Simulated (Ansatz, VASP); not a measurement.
# One calculation of BN, two programs

File INCAR:

```
PREC = Accurate ; ENCUT = 520
EDIFF = 1E-7 ; ISMEAR = -1
SIGMA = 0.02 ; LREAL = False
LASPH = True ; NELM = 60
ALGO = Normal ; ISIF = 2
LWAVE = False ; LCHARG = False
GGA = PE ; NBANDS = 11
```

The input KPOINTS:

```
Automatic mesh
0
Gamma
  12 12 12
```

Contents of POSCAR:

```
BN
1.0
    0.0000000000      1.8158335546      1.6683321847
    1.8158335546      0.0000000000      1.6683321847
    1.8158335546      1.8158335546      0.0000000000
B N
1 1
Direct
    0.0000000000      0.0000000000      0.0000000000
    0.5000000000      0.5000000000      0.5000000000
```

Input for Ansatz:

```yaml
crystal:
  lattice:
    - [0.0, 1.8158335546, 1.6683321847]
    - [1.8158335546, 0.0, 1.6683321847]
    - [1.8158335546, 1.8158335546, 0.0]
  atoms:
    - { symbol: B, position: [0.0, 0.0, 0.0] }
    - { symbol: "N", position: [0.5, 0.5, 0.5] }
kpoints:
  mp_grid: { grid: [12, 12, 12] }
  band_path:
    path:
      - [0.0, 0.0, 0.0]
      - [0.5, 0.0, 0.5]
      - [0.625, 0.25, 0.625]
      - [0.375, 0.375, 0.75]
      - [0.5, 0.5, 0.5]
      - [0.5, 0.25, 0.75]
      - [0.132812, 0.132812, 0.263021]
      - [0.5, 0.5, 0.0]
    npoints: 1
hamiltonian:
  xc: pbe
scf:
  occupations: { method: fermi_dirac, width: 0.02 }
  n_extra_bands: 4
output:
  forces: true
  stress: true
  eigenvalues: true
```

Change from the starting cell: epitaxial_xy strain +4.0%.

Alike in both runs: task single point; functional PBE; k mesh 12 × 12 × 12; occupations fermi-dirac, width 0.02 eV; no spin polarisation.

```csv
,VASP,Ansatz
version,VASP 6.6.1,Ansatz 0.2.0
potentials or method,"VASP PAW PBE potentials, release 64 (B, N)","plane waves, PAW"
plane-wave cutoff (eV),520,420
valence electrons in the cell,8,8
```

|  | VASP | Ansatz | Ansatz less VASP |
| --- | --- | --- | --- |
| pressure (GPa) | -4.4 | -4.3 | +0.06 |
| largest component of the traceless stress (GPa) | 9.97 | 9.79 | -0.179 |
